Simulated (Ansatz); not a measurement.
**Random displacements in HfO2**

The calculation used Ansatz 0.2.0, DFT PBE, scalar-relativistic, plane waves, PAW. Cutoff 420 eV, Γ-centred 6×6×6 k-points, Gaussian smearing of 0.05 eV. Spin–orbit coupling is left out, which matters for the heavy elements here. No spin polarisation. Energies are free energies at this smearing, counted from the undisturbed cell; pressure is positive in compression.

The undisturbed cell (as given, not relaxed at this level; this fluorite-type form isn't the usual structure):

```
Hf O
1.0
     5.11500    0.00000    0.00000
     0.00000   -5.11500    0.00000
     0.00000    0.00000   -5.11500
Hf O
4 8
Direct
  0.00000 0.50000 0.50000
  0.50000 0.00000 0.50000
  0.50000 0.50000 0.00000
  0.00000 0.00000 0.00000
  0.25000 0.25000 0.25000
  0.75000 0.75000 0.25000
  0.75000 0.25000 0.75000
  0.25000 0.75000 0.75000
  0.75000 0.75000 0.75000
  0.25000 0.25000 0.75000
  0.25000 0.75000 0.25000
  0.75000 0.25000 0.25000
```

The atoms are displaced (Å, in the unstrained cell):

| atom | ux | uy | uz |
| --- | --- | --- | --- |
| Hf1 | -0.304 | 0.049 | -0.065 |
| Hf2 | -0.011 | -0.005 | 0.152 |
| Hf3 | -0.012 | -0.087 | -0.099 |
| Hf4 | -0.203 | 0.153 | 0.133 |
| O5 | 0.321 | -0.033 | -0.157 |
| O6 | -0.284 | -0.184 | 0.137 |
| O7 | 0.115 | 0.201 | -0.029 |
| O8 | -0.236 | 0.346 | 0.217 |
| O9 | 0.143 | -0.186 | -0.235 |
| O10 | -0.273 | -0.201 | -0.014 |
| O11 | 0.675 | 0.037 | -0.207 |
| O12 | 0.069 | -0.090 | 0.166 |

Strain (Voigt, engineering shear): (0.0046, 0.0300, 0.0276, -0.0859, -0.0412, -0.0731).

(1) What are the energy change, the stress and the forces?

Answers

(1) ΔE = 1176.4 meV/atom; stress (xx, yy, zz, yz, xz, xy; compression positive) (42.92, 24.37, 17.03, 20.43, 2.82, -13.11) GPa; gap on the mesh 1.47 eV.
| atom | Fx (eV/Å) | Fy | Fz |
| --- | --- | --- | --- |
| Hf1 | 3.22 | 2.96 | -1.57 |
| Hf2 | -0.56 | -9.92 | -7.66 |
| Hf3 | -1.44 | 5.58 | 3.49 |
| Hf4 | 9.32 | -8.09 | -5.41 |
| O5 | -2.26 | -0.91 | 1.45 |
| O6 | 16.05 | 0.00 | 2.01 |
| O7 | -3.19 | -2.99 | 2.91 |
| O8 | 3.55 | -4.50 | -1.94 |
| O9 | -10.87 | 9.55 | 8.67 |
| O10 | 1.90 | 3.41 | -1.42 |
| O11 | -16.86 | 5.95 | 0.99 |
| O12 | 1.12 | -1.04 | -1.52 |

Cost: 1 run of about 3.4 core-minutes, on Arm Neoverse V2 (shared hosts).